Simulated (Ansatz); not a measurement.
# Electron scattering at the Σ5 (210) boundary in fcc Al with O (interstitial), part 2 of 2

Wanted: what the Σ5 (210) boundary in fcc Al with O (interstitial) costs an interconnect.

Ansatz 0.2.0; Ansatz plane-wave DFT, PBE, PAW files; relaxation of a bicrystal slab with its lowest layers held; PAW set soft_1 (the session's first sound run).

So far. Step 2 (Relaxing the bicrystal): The largest force component on a free atom ends at 0.017 eV/Å, under the tolerance of 0.03, after 13 steps.

## (3) Transmission across the boundary

Bulk layers of each grain are laid under and over the relaxed boundary, and a lead is named in the middle of each, away from the free faces. The mesh across the current, 18×18, is finer than the density's, because channels open and close sharply across the zone. Energies from -0.1 to 0.1 eV in steps of 0.05 eV are too few for the program's thermal sum, so it prints no conductance; for a metal the transmission near the Fermi level serves, at a fraction of the cost.

This step: Ansatz plane-wave DFT, PBE, PAW files; ballistic transport by layer matching (Landauer), zero bias; boundary relaxed in a short slab, bulk layers laid on; PAW set soft_1 (Ansatz 0.2.0).

System of this step: Σ5 (210) boundary in fcc Al with O (interstitial). The cell holds 48 atoms: 47 Al and 1 O. Cell: a = 4.958 Å, b = 4.048 Å, c = 50.573 Å, α = 90.0°, β = 90.0°, γ = 65.9°. It derives from Al. Regions: lower grain, 19 atoms (19 Al); boundary, 14 atoms (13 Al and 1 O); upper grain, 15 atoms (15 Al). Vacuum lies along c.

input.yaml reads:

```yaml
crystal:
  lattice:
    - [4.957730497, 0.0, 0.0]
    - [1.6525768323, 3.6952741352, 0.0]
    - [0.0, 0.0, 50.5729564497]
  atoms:
    - { symbol: Al, position: [-15.0, 7.5000000002, 0.0790936556] }
    - { symbol: Al, position: [-14.4, 7.2000000002, 0.0969916326] }
    - { symbol: Al, position: [-13.8, 6.9000000002, 0.1148896095] }
    - { symbol: Al, position: [-13.2, 6.6000000002, 0.1327875865] }
    - { symbol: Al, position: [-12.6, 6.3000000002, 0.1506855634] }
    - { symbol: Al, position: [-12.0, 6.0000000002, 0.1685835404] }
    - { symbol: Al, position: [-11.4, 5.7000000001, 0.1864815173] }
    - { symbol: Al, position: [-10.8, 5.4000000001, 0.2043794943] }
    - { symbol: Al, position: [-10.2, 5.1000000001, 0.2222774712] }
    - { symbol: Al, position: [-9.6, 4.8000000001, 0.2401754482] }
    - { symbol: Al, position: [-9.0, 4.5000000001, 0.2580734252] }
    - { symbol: Al, position: [-8.4, 4.2000000001, 0.2759714021] }
    - { symbol: Al, position: [-7.8, 3.9000000001, 0.2938693791] }
    - { symbol: Al, position: [-7.2, 3.6000000001, 0.311767356] }
    - { symbol: Al, position: [-6.6, 3.3000000001, 0.329665333] }
    - { symbol: Al, position: [-6.0, 3.0, 0.3475633099] }
    - { symbol: Al, position: [-5.4, 2.7, 0.3654612869] }
    - { symbol: Al, position: [-4.8, 2.4, 0.3833592638] }
    - { symbol: Al, position: [-4.2, 2.1, 0.4012572408] }
    - { symbol: Al, position: [0.4, 0.8, 0.4191552177] }
    - { symbol: Al, position: [1.0075832914, 0.4962083543, 0.4366800721] }
    - { symbol: Al, position: [0.6167388268, 0.1916305866, 0.4547151786] }
    - { symbol: Al, position: [0.2193129374, 0.8903435313, 0.4716541935] }
    - { symbol: Al, position: [0.8254407797, 0.5872796102, 0.4904747117] }
    - { symbol: Al, position: [0.3968373576, 0.3015813212, 0.5082129766] }
    - { symbol: Al, position: [-0.0724530792, 0.0362265396, 0.5304404988] }
    - { symbol: O, position: [0.3209842689, 0.8395078655, 0.5333681832] }
    - { symbol: Al, position: [0.5970321828, 0.7014839086, 0.5591308921] }
    - { symbol: Al, position: [-0.1039562193, 1.0519781096, 0.5835059773] }
    - { symbol: Al, position: [0.3028833781, 0.348558311, 0.5977746306] }
    - { symbol: Al, position: [0.6962650099, 0.6518674951, 0.6168554323] }
    - { symbol: Al, position: [0.104467376, 0.947766312, 0.635154397] }
    - { symbol: Al, position: [0.5007667781, 0.249616611, 0.6524366901] }
    - { symbol: Al, position: [-5.0992332219, 2.549616611, 0.670334667] }
    - { symbol: Al, position: [-5.6992332219, 2.849616611, 0.688232644] }
    - { symbol: Al, position: [-6.2992332219, 3.149616611, 0.7061306209] }
    - { symbol: Al, position: [-6.8992332219, 3.449616611, 0.7240285979] }
    - { symbol: Al, position: [-7.4992332219, 3.749616611, 0.7419265748] }
    - { symbol: Al, position: [-8.0992332219, 4.049616611, 0.7598245518] }
    - { symbol: Al, position: [-8.699233222, 4.349616611, 0.7777225288] }
    - { symbol: Al, position: [-9.299233222, 4.6496166111, 0.7956205057] }
    - { symbol: Al, position: [-9.899233222, 4.9496166111, 0.8135184827] }
    - { symbol: Al, position: [-10.499233222, 5.2496166111, 0.8314164596] }
    - { symbol: Al, position: [-11.099233222, 5.5496166111, 0.8493144366] }
    - { symbol: Al, position: [-11.699233222, 5.8496166111, 0.8672124135] }
    - { symbol: Al, position: [-12.299233222, 6.1496166111, 0.8851103905] }
    - { symbol: Al, position: [-12.899233222, 6.4496166111, 0.9030083674] }
    - { symbol: Al, position: [-13.499233222, 6.7496166111, 0.9209063444] }
kpoints:
  mp_grid: { grid: [7, 7, 1] }
hamiltonian:
  xc: pbe
  pseudopotentials: { kind: paw, azcp: { folder: soft_1 } }
scf:
  occupations: { method: fermi_dirac, width: 0.1 }
output:
  transmission:
    leads: [[10, 11], [39, 40]]
    kmesh: [18, 18]
    e_range: [-0.1, 0.1]
    de: 0.05
  write_potential: true
  write_density: true
  volumetric_format: npy
  elf: true
```

On the command line:

```bash
$ ansatz run input.yaml --threads 4 --pin off --max-ram 15360MiB --backend cpu --events-out ev --progress --plain --runs-dir out
```

Numbers of over 12 decimals in the logs are rounded to 6 here.

The log of the run:

```text
[...]
Crystal: 48 atoms, lattice volume = 926.505 Å³
Basis set: ecut = 420 eV, 18129 PW (Γ)
Bands: 122, of which v1, the nominal top of the filled ones, is band 74 counted from 1 (73 counted from 0)
Symmetry: 2 space group operations
[...]
k-points: 16 of 49 (time reversal used)
[...]
SCF iter   1: F=—  HF=-25833.325983 eV  |F-HF|=—  |Δ(HF+E_count)|=         —  Δρ=3.47e-2  dr2=8.05e1  ethr=3.10e-3  ⟨swp⟩=7.8  Hψ=10497  notcnv=0  defer=93
[...]
SCF iter   9: F=-25828.086573 eV  HF=-25828.086573 eV  |F-HF|=3.13e-9  |Δ(HF+E_count)|=   7.62e-9  Δρ=5.42e-7  dr2=6.36e-9  ethr=6.80e-11  ⟨swp⟩=2.1  Hψ=3210  notcnv=0
SCF 1 converged in 9 iterations: F = -25828.086573 eV  dr2 = 6.36e-9
[...]
transmission: 360 of 3549 steps passed
transmission: 718 of 3549 steps passed
[...]
transmission: 3549 of 3549 steps passed
WARN: The output density's exchange-correlation potential varies sharply where the density is thin. Do not read a vacuum level from v_tot or v_xc, or from such a field of the output density. On a cell that repeats whose density bears no net charge and no dipole along the vacuum's axis use v_es (v_loc + v_h of the components); under efield.dipole_correction with no amplitude use v_es + v_field, which holds any externa [...]
SCF converged after 9 iterations
Free energy (F): -25828.086573 eV
[...]
Internal energy: -25827.483275 eV  (E = F + TS)
E sigma→0 (E₀):  -25827.784924 eV
Entropy (-TS):   -0.603299 eV (-12.569 meV/atom)
Fermi energy:    6.098897 eV
[...]
--- Band table (eV; the first three rows and the last of 16) ---
  k-point 0: bands = [... 70 lower, 6.0701, 6.1223, 6.2832, 6.2936, 6.3202, 6.3373, 6.3427, 6.3782, ... 44 higher]
  k-point 1: bands = [... 70 lower, 5.4092, 5.5270, 5.6268, 5.6628, 5.7810, 5.8702, 5.9536, 6.0328, ... 44 higher]
  k-point 2: bands = [... 70 lower, 5.1494, 5.2282, 5.4401, 5.5466, 5.5927, 5.6713, 5.7933, 5.8249, ... 44 higher]
  k-point 15: bands = [... 70 lower, 6.9020, 7.0241, 7.1354, 7.3577, 7.3790, 7.4513, 7.5546, 7.8371, ... 44 higher]
--- Transmission ---
  basis      : 161 plane waves across, 39 finite elements along
  points     : 91, standing for a mesh of 18 x 18
  energies   : 5 from -0.100000 to 0.100000 eV about the Fermi level, 0.050000 eV apart; the leads are filled to 0.000000 eV, and channels, transmission and decay are at 0.000000 eV
  crystal 0  : Al3, at the sites [10, 11], period 2.7155 Å, over 18.10 Å; its Hamiltonian steps by up to 30.1 meV: too much for a lead, lay more layers or, if its atoms are ordered, name the step of that order
    offset         : up to 0.0000 Å between an atom of the period and one for which it stands
    channels       : 3.564815e0 a spin
    conductance    : none, the energies end too early or step too widely for 300 K: set another output.transmission.e_range or a lower de, or, where they end at an eighth of basis.ecutwfc, a higher one
[...]
channels       : 3.564815e0 a spin
[...]
junction   : crystal 0 to crystal 1, 12.84 to 37.73 Å
    transmission   : 1.661400e0 a spin
[...]
```

It took 4.8 min on 4 threads of Arm Neoverse V2, shared host; peak memory 3.5 GiB.

This step gave:

```
free energy                                    : -25828.0866 eV
energy at zero smearing                        : -25827.7849 eV
Fermi energy                                   : 6.099 eV
cell area                                      : 18.32 Å²
transmission per spin nearest the Fermi level  : 1.661
open channels per spin nearest the Fermi level : 3.565
open channels per spin, upper lead             : 3.565
step of the lead's potential                   : 30.1 meV
step of the upper lead's potential             : 30.8 meV
```

Per spin. Transmission, zone mean against energy, zero at the Fermi level:

```csv
energy (eV),"transmission, zone mean"
-0.1000,1.59
-0.0500,1.63
0.0000,1.66
0.0500,1.68
0.1000,1.72
```

Per spin. Open channels, zone mean against energy, zero at the Fermi level:

```csv
energy (eV),lead,upper lead
-0.1000,3.44,3.45
-0.0500,3.50,3.52
0.0000,3.56,3.56
0.0500,3.61,3.58
0.1000,3.65,3.65
```

Transmission over k1 and k2. At 0.0000 eV from the Fermi level.

Ten even steps from '_' (0.10) to '@' (2.30):
```
********##********++--==**##**==--++
##%%%%%%%%%%%%##********####********
@@@@%%@@%%@@@@%%########**########%%
@@@@@@@@@@@@@@%%%%####++++####%%%%@@
@@@@@@@@@@%%@@%%%%##**__**##%%%%@@%%
%%@@@@%%@@##%%@@%%**----**%%@@%%##@@
##########%%**%%**------**%%**%%####
----==++++--##**##----##**##--++++==
++++++++****######==######****++++++
--==++++--##**##----##**##--++++==--
######%%**%%**------**%%**%%########
%%@@##%%@@%%**----**%%@@%%##@@%%@@@@
@@%%@@%%%%##**__**##%%%%@@%%@@@@@@@@
@@@@%%%%####++++####%%%%@@@@@@@@@@@@
@@%%########**########%%@@@@%%@@%%@@
##********####********##%%%%%%%%%%%%
**++--==**##**==--++********##******
====************======************==
```
Columns: k1 (b1) from -0.5 to 0.444; rows upwards: k2 (b2) from -0.5 to 0.444.

Open channels over k1 and k2. At 0.0000 eV from the Fermi level.

Ten even steps from '_' (1.00) to '@' (6.00):
```
========**==========::::==**==::::==
==************========********======
****==%%==******====****==****====**
**==****==************====**********
**======********%%****__****%%******
============**%%%%**::::**%%%%**====
********==**==%%%%======%%%%==**==**
========**::%%****====****%%::**====
**********%%%%@@%%==%%@@%%%%********
======**::%%****====****%%::**======
****==**==%%%%======%%%%==**==******
======**%%%%**::::**%%%%**==========
********%%****__****%%********======
************====************==****==
****====****==****====******==%%==**
========********========************
====::::==**==::::==========**======
::::============::::::============::
```
Columns: k1 (b1) from -0.5 to 0.444; rows upwards: k2 (b2) from -0.5 to 0.444.

Valence density in the ca plane at fractional y = 0.850, with atoms of Al and O within 0.2 Å of it. It is the smooth field of the valence electrons, not physical close to the nuclei.

Ten steps, logarithmic in the rise over the least value, from '0' (0.1 e/Å³) to '9' (7.3 e/Å³), each cell a mean:
```
22222222111222221111211111122222222222221111
22222222222222221122222222222222222222222222
22222222222222222222211222222222222222222222
22222222222222222221111122222222222222222222
22222222221111222211101111122222222222112222
12222222221111222111012221112211222221111122
22222111221111222111235542111111122221111122
22122100122222222101368863111111112221111221
11112100122221112101489973111000112222211210
11112211222210011101479863100111112211222210
11111222212210012111256542001111112100122221
11112221111221122111123321111222222100122222
21222221111122221111111111112222222211221111
```
Columns run along c (16.0 Å, from fractional 0.37 to 0.69 of the cell), rows up along a (5.0 Å). Atoms in or near the plane, at fractional coordinates: Al at (0.42, 0.40), Al at (0.47, 0.22), O at (0.53, 0.32), Al at (0.69, 0.30).

Electrostatic potential energy in the ca plane at fractional y = 0.850, with atoms of Al and O within 0.2 Å of it. With pseudopotentials it is smooth inside the atoms' cores, unlike the true potential.

Ten even steps from '0' (-11 eV) to '9' (8 eV), each cell a mean:
```
98754578888999888887400158862004788655788888
98743478888889877788643478974236888888988778
88765688888888865578887788877677765689987677
57888889988888864578999875457888621368988778
15898878898888876679999740015898500158988889
03787423589999988889999720103898621368999988
04884132158987788999996530004899865689999863
47872298138852247999930033247999988888999622
89983176147612314899800017789999998645688517
99996211268418941799810049999999996200268516
99998755788516722799852489998889984155048731
89988888999731116898632478986457884155048875
89877789999876578997400058872015886200268998
```
Columns run along c (16.0 Å, from fractional 0.37 to 0.69 of the cell; values clipped at the 3rd and 97th percentile), rows up along a (5.0 Å). Atoms in or near the plane, at fractional coordinates: Al at (0.42, 0.40), Al at (0.47, 0.22), O at (0.53, 0.32), Al at (0.69, 0.30).

ELF in the ca plane at fractional y = 0.850, with atoms of Al and O within 0.2 Å of it. It is the smooth field of the valence electrons, not physical close to the nuclei.

Ten even steps from '0' (0.07) to '9' (0.81), each cell a mean:
```
67777776555667765567742467886457766777765555
67766677666777665678877899987667776667766556
77765677777777766677777899998777776666677677
77665666666666777776544689998777765676667777
57666677665445678764211234478767754576556676
36767666664334677641012320047766666675434567
46777311465445677520268873037644567765323566
55566100277654577411699996235432356775334541
43355100378740036401795796223321246776555620
32245533577720105411698895113432246532567730
32246766556620016520389962025665455200377763
54456765444554367531136531257777666200376666
65667765434567776544310124576677777533675555
```
Columns run along c (16.0 Å, from fractional 0.37 to 0.69 of the cell), rows up along a (5.0 Å). Atoms in or near the plane, at fractional coordinates: Al at (0.42, 0.40), Al at (0.47, 0.22), O at (0.53, 0.32), Al at (0.69, 0.30).

Over the solved energies the transmission per spin lies between 1.59 and 1.72, out of 3.55 channels of the lead on average (up to 3.65). The log calls the step of a lead's potential too much.

## (4) Specific resistance

This step: Ansatz plane-wave DFT, PBE, PAW files; ballistic transport by layer matching (Landauer), zero bias; specific resistance of the boundary; PAW set soft_1 (Ansatz 0.2.0).

This step gave:

| Quantity | Value |
| --- | --- |
| area resistance | 0.7623 fΩ m² |
| T over the leads' mean channel count | 0.4662 |

Averaged over the energies near the Fermi level, 46.6 % of the channels pass, which makes 0.762 fΩ m².

By hand, with T and the leads' channels N averaged over the energies near the Fermi level: RA = A (h/2e²)(1/T − ½[1/N₁ + 1/N₂]) = 18.32×10⁻²⁰ m² × 12 906 Ω × (1/1.656 − ½[1/3.550 + 1/3.552]) = 0.762 fΩ m².

## (5) What came out

```
specific resistance of the boundary : 0.762 fΩ m²
share of channels that pass         : 0.466
```

In words: The boundary has a specific resistance of 0.76 fΩ m². The boundary reflects 53 % of the channels; 0.76 fΩ m² is 7.6×10⁻¹² Ω·cm². That equals the resistance of 28 nm of bulk Al at 300 K (measured 2.733 µΩ cm, CRC Handbook of Chemistry and Physics, 84th ed., 2003, Electrical Resistivity of Pure Metals). One O in 18.3 Å² of boundary is a high coverage. In the relaxation the upper grain slid sideways by about 1.4 Å, so the result belongs to the position that it found, not to the starting one. One starting structure was relaxed; another shift or atom count at the boundary may lie lower. A lead's potential steps by up to 31 meV from period to period, which the log calls too much, so longer leads could move the result.

[Logs are printed without paths, hosts, clocks, repeated set-up lines and the standing remarks that a program may print on its own settings, such as how far it seeks lower states.]

[Hosts, paths, dates, database ids (printed as entryN), source tags and the programs' standing remarks are cut or masked in the printed files.]
